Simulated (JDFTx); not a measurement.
A run of JDFTx 1.7.0 (patched build) is set up as follows.

bands.in

```
lattice \
    0.0000000000     4.2632221372     4.2632221372 \
    4.2632221372     0.0000000000     4.2632221372 \
    4.2632221372     4.2632221372     0.0000000000
coords-type Lattice
ion Hf     0.0000000000     0.0000000000     0.0000000000 1
ion N      0.5000000000     0.5000000000     0.5000000000 1

ion-species pseudo/Hf.upf
ion-species pseudo/N.upf
elec-cutoff 42 336
elec-ex-corr gga-PBE
elec-smearing Fermi 0.0018374661
elec-n-bands 29
spintype spin-orbit
electronic-minimize nIterations 30 energyDiffThreshold 1e-06
davidson-band-ratio 1.3
forces-output-coords Cartesian
include path.kpoints
symmetries none
fix-electron-density run.$VAR

dump-name bands.$VAR
dump End Ecomponents EigStats BandEigs Kpoints Forces
```

The input path.kpoints:

```
kpoint +0.0000000000 +0.0000000000 +0.0000000000 0.020000000000
kpoint +0.0714285714 +0.0000000000 +0.0714285714 0.020000000000
kpoint +0.1428571429 +0.0000000000 +0.1428571429 0.020000000000
kpoint +0.2142857143 +0.0000000000 +0.2142857143 0.020000000000
kpoint +0.2857142857 +0.0000000000 +0.2857142857 0.020000000000
kpoint +0.3571428571 +0.0000000000 +0.3571428571 0.020000000000
kpoint +0.4285714286 +0.0000000000 +0.4285714286 0.020000000000
kpoint +0.5000000000 +0.0000000000 +0.5000000000 0.020000000000
kpoint +0.5000000000 +0.0833333333 +0.5833333333 0.020000000000
kpoint +0.5000000000 +0.1666666667 +0.6666666667 0.020000000000
kpoint +0.5000000000 +0.2500000000 +0.7500000000 0.020000000000
kpoint +0.4375000000 +0.3125000000 +0.7500000000 0.020000000000
kpoint +0.3750000000 +0.3750000000 +0.7500000000 0.020000000000
kpoint +0.3281250000 +0.3281250000 +0.6562500000 0.020000000000
kpoint +0.2812500000 +0.2812500000 +0.5625000000 0.020000000000
kpoint +0.2343750000 +0.2343750000 +0.4687500000 0.020000000000
kpoint +0.1875000000 +0.1875000000 +0.3750000000 0.020000000000
kpoint +0.1406250000 +0.1406250000 +0.2812500000 0.020000000000
kpoint +0.0937500000 +0.0937500000 +0.1875000000 0.020000000000
kpoint +0.0468750000 +0.0468750000 +0.0937500000 0.020000000000
kpoint +0.0000000000 +0.0000000000 +0.0000000000 0.020000000000
kpoint +0.0833333333 +0.0833333333 +0.0833333333 0.020000000000
kpoint +0.1666666667 +0.1666666667 +0.1666666667 0.020000000000
kpoint +0.2500000000 +0.2500000000 +0.2500000000 0.020000000000
kpoint +0.3333333333 +0.3333333333 +0.3333333333 0.020000000000
kpoint +0.4166666667 +0.4166666667 +0.4166666667 0.020000000000
kpoint +0.5000000000 +0.5000000000 +0.5000000000 0.020000000000
kpoint +0.5250000000 +0.4500000000 +0.5250000000 0.020000000000
kpoint +0.5500000000 +0.4000000000 +0.5500000000 0.020000000000
kpoint +0.5750000000 +0.3500000000 +0.5750000000 0.020000000000
kpoint +0.6000000000 +0.3000000000 +0.6000000000 0.020000000000
kpoint +0.6250000000 +0.2500000000 +0.6250000000 0.020000000000
kpoint +0.5625000000 +0.2500000000 +0.6875000000 0.020000000000
kpoint +0.5000000000 +0.2500000000 +0.7500000000 0.020000000000
kpoint +0.5000000000 +0.2916666667 +0.7083333333 0.020000000000
kpoint +0.5000000000 +0.3333333333 +0.6666666667 0.020000000000
kpoint +0.5000000000 +0.3750000000 +0.6250000000 0.020000000000
kpoint +0.5000000000 +0.4166666667 +0.5833333333 0.020000000000
kpoint +0.5000000000 +0.4583333333 +0.5416666667 0.020000000000
kpoint +0.5000000000 +0.5000000000 +0.5000000000 0.020000000000
kpoint +0.4791666667 +0.4791666667 +0.5416666667 0.020000000000
kpoint +0.4583333333 +0.4583333333 +0.5833333333 0.020000000000
kpoint +0.4375000000 +0.4375000000 +0.6250000000 0.020000000000
kpoint +0.4166666667 +0.4166666667 +0.6666666667 0.020000000000
kpoint +0.3958333333 +0.3958333333 +0.7083333333 0.020000000000
kpoint +0.3750000000 +0.3750000000 +0.7500000000 0.020000000000
kpoint +0.6250000000 +0.2500000000 +0.6250000000 0.020000000000
kpoint +0.5833333333 +0.1666666667 +0.5833333333 0.020000000000
kpoint +0.5416666667 +0.0833333333 +0.5416666667 0.020000000000
kpoint +0.5000000000 +0.0000000000 +0.5000000000 0.020000000000
```

Potentials or basis: PseudoDojo-FR-PBE-0.4-standard with smoothed tails.

Run with:

```sh
$ jdftx -c 1 -i bands.in -o bands.out
```

Question: What does it give for the band gap along the path?

Answer: None (metal or under the smearing width).

Levels at the corners of the path, in eV from the Fermi level:
```csv
point,band 14,band 15,band 16,band 17,band 18,band 19,band 20,band 21
Γ,-3.03,-3.03,-3.03,-0.50,-0.50,-0.50,-0.50,-0.20
X,-3.87,-3.86,-3.86,-3.57,-3.57,4.09,4.09,5.16
W,-5.86,-5.26,-5.26,1.02,1.02,1.15,1.15,5.26
K,-5.62,-4.99,-4.99,-0.90,-0.90,3.81,3.81,4.45
Γ,-3.03,-3.03,-3.03,-0.50,-0.50,-0.50,-0.50,-0.20
L,-6.32,-6.26,-6.26,3.17,3.17,3.60,3.60,3.83
U,-5.62,-4.99,-4.99,-0.90,-0.90,3.81,3.81,4.45
W,-5.86,-5.26,-5.26,1.02,1.02,1.15,1.15,5.26
L,-6.32,-6.26,-6.26,3.17,3.17,3.60,3.60,3.83
K,-5.62,-4.99,-4.99,-0.90,-0.90,3.81,3.81,4.45
U,-5.62,-4.99,-4.99,-0.90,-0.90,3.81,3.81,4.45
X,-3.87,-3.86,-3.86,-3.57,-3.57,4.09,4.09,5.16
```
